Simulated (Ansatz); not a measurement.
# C: the cell at several levels of theory

Aim: relax C (database structure) with PBE-D3(BJ), r2SCAN+rVV10 and PBE-D4 and see how far the functionals disagree on the cell.

Code: Ansatz 0.2.0. PAW datasets, plane waves, zero pressure. Spin-unpolarised throughout; all numbers are computed.

## 1. The system as given

It is monoclinic, C2/m (No. 12); a = 4.255 Å, b = 2.457 Å, c = 3.765 Å, β = 111.5° in the conventional setting, 9.15 Å³ an atom. Around C lie 3 C at 1.42 Å.

As a file:

Space group C2/m (No. 12). a = 4.255 Å, b = 2.457 Å, c = 3.765 Å, α = 90.00°, β = 111.49°, γ = 90.00°
```json
{"atom": "C", "site": "4i", "symmetry": "m", "x": "0.8334", "y": "0.0000", "z": "0.0001"}
```

## 2. Relaxing with PBE-D3(BJ)

input.yaml

```yaml
crystal:
  lattice:
    - [2.1273203072, -1.22828244, 0.0]
    - [2.1273203072, 1.22828244, 0.0]
    - [-1.3790696309, 0.0, 3.5028300786]
  atoms:
    - { symbol: C, position: [0.83335553, 0.83335553, 9.304e-05] }
    - { symbol: C, position: [0.16664447, 0.16664447, 0.99990696] }
kpoints:
  mp_grid: { grid: [10, 10, 6] }
hamiltonian:
  xc: pbe
  dispersion: d3bj
scf:
  occupations: { method: fermi_dirac, width: 0.02 }
relax:
  f_tol: 0.005
  cell: {}
output:
  write_density: true
  write_potential: true
  elf: true
  volumetric_format: npy
```

Launch:

```bash
ansatz run input.yaml --threads 2 --pin off --max-ram 20275MiB --backend cpu --events-out ev --progress --plain --runs-dir out
```

Further steps of the session: r2SCAN+rVV10: cell and atoms; Relaxing with PBE-D4.

**Question.** What will these runs give? Wanted: for each run, volume; space group; SCF geometries.

**Answer**, as computed:

```
       level  volume (Å³/atom)  space group  SCF geometries
  PBE-D3(BJ)             8.923         C2/m               9
r2SCAN+rVV10             8.768         R-3m               6
      PBE-D4             8.781         R-3m               6
```

**Reading.** From the start to the first minimum the volume moved by -2.5 %. r2SCAN+rVV10 gives the smallest cell and PBE-D3(BJ) the largest; they differ by 1.8 % in volume, a mean of 0.6 % in length. The levels do not end in the same space group: PBE-D3(BJ) C2/m, r2SCAN+rVV10 R-3m, PBE-D4 R-3m. The meshes differ: PBE-D3(BJ) 10×10×6, r2SCAN+rVV10 10×10×8, PBE-D4 10×10×8.
